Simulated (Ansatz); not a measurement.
Si:

```xyz
1
Lattice="2.6205 0.0000 0.0000 -1.3103 2.2695 0.0000 0.0000 0.0000 2.4664" Properties=species:S:1:pos:R:3 pbc="T T T"
Si    0.0000    0.0000    0.0000
```

This isn't the form of Si at room conditions, which is diamond.

- Program: Ansatz 0.2.0
- Task: single point
- Functional: PBE
- Potentials or basis: all-electron LAPW, scalar-relativistic
- Cutoff: 189 eV (chosen from the basis error)
- Basis error allowed: 0.001 eV/atom
- k mesh: 12 × 12 × 11
- Occupations: fermi-dirac, width 0.05 eV
- Spin: no spin polarisation

On this cell: pressure 3.1 GPa; band gap on the k mesh none (metal or under the smearing width).

The same run follows on a disturbed copy (cell strained at random at fixed volume):

```
CELL_PARAMETERS angstrom
2.60449 0.00517 -0.01146
-1.29777 2.25828 -0.00872
-0.01078 -0.01570 2.49115
ATOMIC_POSITIONS crystal
Si 0.98790 0.98721 0.98432
```

Problem. What changes?

Solution. The energy (extrapolated to zero smearing) moves by -0.6 meV/atom; pressure 3.0 GPa; band gap on the k mesh none (metal or under the smearing width).

Stress tensor (GPa, compression positive):
```
 3.65 -0.44  0.91
-0.44  3.15  1.34
 0.91  1.34  2.08
```
